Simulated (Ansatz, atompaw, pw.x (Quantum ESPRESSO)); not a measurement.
pw.x on bcc Ca: one setting changed

Potential: PAW, atompaw 4.2.0.5, PBE; core [Ne], reference 3s2 3p6 3d0 4s2 4p0; waves: 3s (bound): rc 1.60 bohr; 4s (bound): rc 1.70 bohr; 3p (bound): rc 1.65 bohr; 4p (bound, empty): rc 2.70 bohr; 3d (bound, empty): rc 2.70 bohr; 3d channel at 0.1 Ry: rc 2.70 bohr; local part: troulliermartins scheme with l = 3 at 0 Ry, radius 2.65 bohr; core correction: smooth core density matched at 2.50 bohr; augmentation: sinc compensation charge, radius 2.70 bohr; PAW radius 2.70 bohr; waves and projectors: custom rrkj gramschmidtortho.

The reference run (k-mesh 11³, cutoffs 60/600 Ry, Fermi–Dirac 0.01 Ry, mixing_beta 0.4, conv_thr 1e-9, no spin) gives -0.00 GPa at 42.182 Å³/atom, where all-electron LAPW gives 0.00 GPa. This run, with its own iteration cap, changes k-mesh points per axis to 4.

```
&control
  calculation='scf', prefix='x', pseudo_dir='./', outdir='./tmp', tstress=.true., disk_io='none'
/
&system
  ibrav=0, nat=1, ntyp=1, ecutwfc=60, ecutrho=600, nbnd=12,
  occupations='smearing', smearing='fd', degauss=0.01
/
&electrons
  conv_thr=1e-09, mixing_beta=0.4, electron_maxstep=50
/
ATOMIC_SPECIES
Ca 1.0 Ca.UPF
CELL_PARAMETERS angstrom
  -2.19291800 2.19291800 2.19291800
  2.19291800 -2.19291800 2.19291800
  2.19291800 2.19291800 -2.19291800
ATOMIC_POSITIONS crystal
Ca 0.0000 0.0000 0.0000
K_POINTS automatic
4 4 4 0 0 0
```

```bash
pw.x < Ca.scf.in > Ca.scf.out
```

Q: How does the run end?

A: It converges in 9 iterations; the free energy moves by -8.1 meV/atom and the pressure by -0.02 GPa.

```
Message from routine setup:
     using ibrav=0 with symmetry is DISCOURAGED, use correct ibrav instead
     lattice parameter (alat)  =       7.1776  a.u.
     unit-cell volume          =     284.6582 (a.u.)^3
     number of electrons       =        10.00
     number of Kohn-Sham states=           12
     kinetic-energy cutoff     =      60.0000  Ry
     charge density cutoff     =     600.0000  Ry
     scf convergence threshold =      1.0E-09
     Exchange-correlation= SLA PW PBX PBC
     number of k points=     8  Fermi-Dirac smearing, width (Ry)=  0.0100
     iteration #  1     ecut=    60.00 Ry     beta= 0.40
     total energy              =    -133.52149530 Ry
     estimated scf accuracy    <       0.01260201 Ry
     iteration #  2     ecut=    60.00 Ry     beta= 0.40
     total energy              =    -133.52212022 Ry
     estimated scf accuracy    <       0.00162576 Ry
     iteration #  3     ecut=    60.00 Ry     beta= 0.40
     total energy              =    -133.52366962 Ry
     estimated scf accuracy    <       0.00024052 Ry
     iteration #  4     ecut=    60.00 Ry     beta= 0.40
     total energy              =    -133.52362845 Ry
     estimated scf accuracy    <       0.00012193 Ry
     iteration #  5     ecut=    60.00 Ry     beta= 0.40
     total energy              =    -133.52367843 Ry
     estimated scf accuracy    <       0.00003619 Ry
     iteration #  6     ecut=    60.00 Ry     beta= 0.40
     total energy              =    -133.52368213 Ry
     estimated scf accuracy    <       0.00000437 Ry
     iteration #  7     ecut=    60.00 Ry     beta= 0.40
     total energy              =    -133.52368265 Ry
     estimated scf accuracy    <       0.00000010 Ry
     iteration #  8     ecut=    60.00 Ry     beta= 0.40
     total energy              =    -133.52368270 Ry
     estimated scf accuracy    <          5.4E-09 Ry
     iteration #  9     ecut=    60.00 Ry     beta= 0.40
     the Fermi energy is     4.7036 ev
!    total energy              =    -133.52368270 Ry
     estimated scf accuracy    <          4.1E-11 Ry
     smearing contrib. (-TS)   =      -0.00755109 Ry
     The total energy is F=E-TS. E is the sum of the following terms:
     one-electron contribution =     -37.27943094 Ry
     hartree contribution      =      23.20592689 Ry
     xc contribution           =     -10.66976891 Ry
     ewald contribution        =     -43.90951706 Ry
     one-center paw contrib.   =     -64.86334159 Ry
     convergence has been achieved in   9 iterations
          total   stress  (Ry/bohr**3)                   (kbar)     P=       -0.29
     Message from routine punch:
     Nothing written, as per user request (disk_io='none')
```

The run took about 9.3 s on one core of a shared host (AMD EPYC 9R45 96-Core Processor, 96 threads, 376 GiB, load 57).
